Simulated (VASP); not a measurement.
# GaN, self-consistent run: which settings are enough?

GaN, Imm2 (no. 44), 2 atoms in the cell. RPBE; PAW potentials Ga_d, N (PBE set). VASP 6.6.1. The cell is changed on purpose: last atom moved by 0.04 Å along z, cell strained by +1.0% along z.

Wanted: energy within 10 meV/atom; forces within 0.05 eV/Å.

What the run is for: forces; Accuracy asked: screening.

POSCAR:
```
GaN
1.0
    0.0000000000      2.2535006075      2.2760356136
    2.2535006075      0.0000000000      2.2760356136
    2.2535006075      2.2535006075      0.0000000000
Ga N
1 1
Direct
    0.0000000000      0.0000000000      0.0000000000
    0.2588750800      0.2588750800      0.2411249200
```

The series start from Plane-wave cutoff (eV): 520; k-point mesh: 9 × 9 × 9; Precision mode (PREC): Accurate; Electronic threshold (eV): 1e-6; Bands in all (NBANDS): 19; Aspherical gradient terms in the spheres (LASPH): yes; Electronic algorithm: ALGO=Normal; Support grid and gradient cutoff: ADDGRID=False GGA_COMPAT=False; Delay and inner steps: defaults. Each series keeps the choices made before it, and each single choice may use up half of a tolerance.

## Plane-wave cutoff (eV)

| Plane-wave cutoff (eV) | Energy less reference (meV/atom) | Forces, largest deviation (eV/Å) | SCF iterations | Time (s) |
|---|---|---|---|---|
| 320 | 3 | 0.001 | 13 | 27 |
| 400 | 4 | 0.000 | 13 | 27 |
| 460 | 1 | 0.000 | 13 | 28 |
| 520 | 2 | 0.000 | 13 | 28 |
| 600 | 1 | 0.000 | 13 | 64 |
| 700 | 0 | 0.000 | 13 | 67 |
| 840 (reference) | 0 | 0.000 | 13 | 89 |

Chosen: 320, the loosest value from which every tighter one stays within half of the tolerance.

## k-point mesh

| k-point mesh | Energy less reference (meV/atom) | Forces, largest deviation (eV/Å) | SCF iterations | Time (s) |
|---|---|---|---|---|
| 3 × 3 × 3 | 153 | 0.002 | 13 | 4.9 |
| 4 × 4 × 4 | 30 | 0.000 | 13 | 5.8 |
| 5 × 5 × 5 | 8 | 0.000 | 13 | 7.6 |
| 6 × 6 × 6 | 2 | 0.000 | 13 | 10 |
| 7 × 7 × 7 | 0 | 0.000 | 13 | 14 |
| 9 × 9 × 9 | 0 | 0.000 | 13 | 27 |
| 11 × 11 × 11 | 0 | 0.000 | 13 | 44 |
| 13 × 13 × 13 | 0 | 0.000 | 13 | 66 |
| 17 × 17 × 17 (reference) | 0 | 0.000 | 13 | 146 |

Chosen: 6 × 6 × 6.

## Precision mode (PREC)

| Precision mode (PREC) | Energy less reference (meV/atom) | Forces, largest deviation (eV/Å) | SCF iterations | Time (s) |
|---|---|---|---|---|
| SingleN | -46 | 0.005 | 13 | 6.4 |
| Normal | -2 | 0.002 | 13 | 6.1 |
| Single | -2 | 0.001 | 13 | 11 |
| Accurate (reference) | 0 | 0.000 | 13 | 10 |

Chosen: Normal.

## Electronic threshold (eV)

| Electronic threshold (eV) | Energy less reference (meV/atom) | Forces, largest deviation (eV/Å) | SCF iterations | Time (s) |
|---|---|---|---|---|
| 0.001 | 0 | 0.000 | 10 | 4.3 |
| 0.0001 | 0 | 0.000 | 11 | 5.0 |
| 1e-5 | 0 | 0.000 | 12 | 5.6 |
| 1e-6 | 0 | 0.000 | 13 | 6.1 |
| 1e-7 | 0 | 0.000 | 15 | 6.8 |
| 1e-8 (reference) | 0 | 0.000 | 17 | 7.5 |

Chosen: 0.001.

## Bands in all (NBANDS)

| Bands in all (NBANDS) | Energy less reference (meV/atom) | Forces, largest deviation (eV/Å) | SCF iterations | Time (s) |
|---|---|---|---|---|
| 10 | 0 | 0.004 | 10 | 3.5 |
| 11 | 0 | 0.001 | 10 | 3.5 |
| 13 | 0 | 0.000 | 10 | 4.2 |
| 15 | 0 | 0.001 | 10 | 4.2 |
| 19 | 0 | 0.001 | 10 | 4.3 |
| 29 (reference) | 0 | 0.000 | 10 | 6.1 |

Chosen: 10.

## Aspherical gradient terms in the spheres (LASPH)

| Aspherical gradient terms in the spheres (LASPH) | Energy less reference (meV/atom) | Forces, largest deviation (eV/Å) | SCF iterations | Time (s) |
|---|---|---|---|---|
| no | 1 | 0.002 | 10 | 2.3 |
| yes (reference) | 0 | 0.000 | 10 | 3.5 |

Chosen: no.

## Electronic algorithm

| Electronic algorithm | Energy less reference (meV/atom) | Forces, largest deviation (eV/Å) | SCF iterations | Time (s) |
|---|---|---|---|---|
| ALGO=Normal | 0 | 0.000 | 10 | 2.3 |
| ALGO=Fast | 0 | 0.005 | 12 | 2.4 |
| ALGO=VeryFast | 1 | 0.003 | 21 | 3.3 |
| ALGO=All ISEARCH=1 | 0 | 0.004 | 12 | 2.4 |
| ALGO=All ISEARCH=0 | 0 | 0.004 | 12 | 2.4 |
| ALGO=Damped TIME=0.4 | 0 | 0.002 | 15 | 2.6 |
| ALGO=Damped TIME=0.1 | 1 | 0.003 | 22 | 3.1 |

Chosen: ALGO=Normal; no other choice that stays within half of the tolerance saves 30 % of the time.

## Support grid and gradient cutoff

| Support grid and gradient cutoff | Energy less reference (meV/atom) | Forces, largest deviation (eV/Å) | SCF iterations | Time (s) |
|---|---|---|---|---|
| ADDGRID=False GGA_COMPAT=False | 0 | 0.000 | 10 | 2.3 |
| ADDGRID=True GGA_COMPAT=False | 0 | 0.000 | 10 | 2.5 |
| ADDGRID=False GGA_COMPAT=True | 0 | 0.000 | 10 | 2.1 |

Chosen: ADDGRID=False GGA_COMPAT=False.

## Delay and inner steps

| Delay and inner steps | Energy less reference (meV/atom) | Forces, largest deviation (eV/Å) | SCF iterations | Time (s) |
|---|---|---|---|---|
| defaults | 0 | 0.000 | 10 | 2.3 |
| NELMDL=-2 | 0 | 0.002 | 13 | 2.7 |
| NELMDL=-8 | 0 | 0.000 | 13 | 2.3 |
| NELMDL=-12 | 0 | 0.000 | 17 | 2.9 |
| NRMM=2 | 0 | 0.002 | 10 | 2.0 |
| NRMM=6 | 0 | 0.000 | 10 | 2.2 |
| WEIMIN=0.001 | 0 | 0.000 | 10 | 2.1 |

Chosen: NRMM=2; it saves 0.3 s of 2.3, so defaults would do nearly as well.

## All choices together

| Input | Energy less reference (meV/atom) | Forces, largest deviation (eV/Å) | Time (s) |
|---|---|---|---|
| the program's defaults (naive) | 12 | 0.007 | 2.6 |
| chosen settings | 5 | 0.005 | 2.0 |
| reference settings throughout | 0 | 0.000 | 833 |

The tolerance is met.

Values of the reference run: Forces: 0, 0, 0.4856, 0, 0, -0.4856 eV/Å.

## The input

INCAR:
```
SYSTEM = GaN
GGA = RP ; ISMEAR = 0
SIGMA = 0.03 ; LWAVE = .False.
LCHARG = .False. ; ISIF = 2
PREC = Normal ; LASPH = .False.
LREAL = .False. ; ALGO = Normal
EDIFF = 0.001 ; NELM = 120
GGA_COMPAT = .False. ; ENCUT = 320
EFERMI = MIDGAP ; NBANDS = 10
ADDGRID = .False. ; NRMM = 2
```

KPOINTS:
```
Automatic mesh
0
Gamma
  6 6 6
  0 0 0
```

Commands:
```
cat potpaw_PBE.64/Ga_d/POTCAR potpaw_PBE.64/N/POTCAR > POTCAR
mpirun -np 1 vasp_std > vasp.out
```

The chosen input took VASP 6.6.1 2.0 s on 1 core (Intel Xeon Platinum 8259CL @ 2.50GHz (Skylake/Cascade Lake)), a shared host.

## An input that fails: too few bands

VASP's message: The number of bands is not sufficient to hold all electrons. I am sorry, but this calculation does not make sense. If you want to calculate only selected states, you need to set either EFERMI or EREF. EREF specifies around which energy states are supposed to be calculated. I found NBANDS = 8, NELECT = ….

Changes against the starting input:
```
- NELM = 120
- NBANDS = 19
+ NELM = 97
+ NBANDS = 8
```
